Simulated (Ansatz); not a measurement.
RuO2 (rutile)

```
RuO2
1.0
    4.52339     0.00000     0.00000
    0.00000     4.52339     0.00000
    0.00000     0.00000     6.23804
Ru O
4 8
Direct
  0.50000   0.50000   0.25000
  0.50000   0.50000   0.75000
  0.00000   0.00000   0.00000
  0.00000   0.00000   0.50000
  0.80567   0.80567   0.25000
  0.80567   0.80567   0.75000
  0.30567   0.69433   0.00000
  0.30567   0.69433   0.50000
  0.69433   0.30567   0.00000
  0.69433   0.30567   0.50000
  0.19433   0.19433   0.25000
  0.19433   0.19433   0.75000
```

The atoms are displaced by Q × the pattern below (from a DFPT mode at Z = (0.0, 0.0, 0.5), largest move 1; Q in Å), at fixed cell. It is one choice among 2 degenerate patterns. (q is in reciprocal vectors of the primitive cell; the cell shown is doubled to hold the pattern.)

```
atom       x       y      z
----  ------  ------  -----
Ru1    0.707   0.707  0.000
Ru2   -0.707  -0.707  0.000
Ru3    0.126  -0.126  0.000
Ru4   -0.126   0.126  0.000
O5     0.286   0.286  0.000
O6    -0.286  -0.286  0.000
O7     0.051  -0.051  0.000
O8    -0.051   0.051  0.000
O9     0.051  -0.051  0.000
O10   -0.051   0.051  0.000
O11    0.286   0.286  0.000
O12   -0.286  -0.286  0.000
```

Calculation: PBE (plane waves to 420 eV, PAW, scalar-relativistic; Ansatz, an electronic-structure program). k mesh 10×10×8 (Γ-centred), Fermi-Dirac smearing 0.05 eV. The energy includes the smearing's −TS. With partly filled bands, energies and forces of such displacements shift with the k mesh and the smearing. RuO2 is run without spin polarisation and with no Hubbard U. RuO2 was relaxed with its symmetry unable to fall. The zero of ΔE is the undisplaced structure. The last digit holds for this mesh only.

| Q (Å) | ΔE (meV/cell) |
|---|---|
| -0.180 | 580.1 |
| -0.150 | 400.7 |
| -0.120 | 255.3 |
| -0.090 | 143.1 |
| -0.060 | withheld |
| -0.030 | 15.8 |
| 0.000 | 0.0 |
| 0.030 | 15.8 |
| 0.060 | withheld |
| 0.090 | 143.1 |
| 0.120 | 255.3 |
| 0.150 | 400.7 |
| 0.180 | 580.1 |

### Question
Fit an even polynomial form (powers 2, 4) to the given rows and predict ΔE at Q = 0.060.

### Answer
Least squares on the 11 given rows: ΔE = (17590)·Q² + (9735)·Q⁴, in meV/cell with Q in Å; root-mean-square residual 0.02 meV/cell. At 0.060 the fit gives 63.5 meV/cell; the calculation gives 63.4 meV/cell, so the interpolation is off by 0.1 (+0.2 %). The quadratic term alone would give 63.3 meV/cell.

(For displaced atoms, the force is minus the slope of the energy, and its curvature is a force constant, which sets phonon frequencies.)
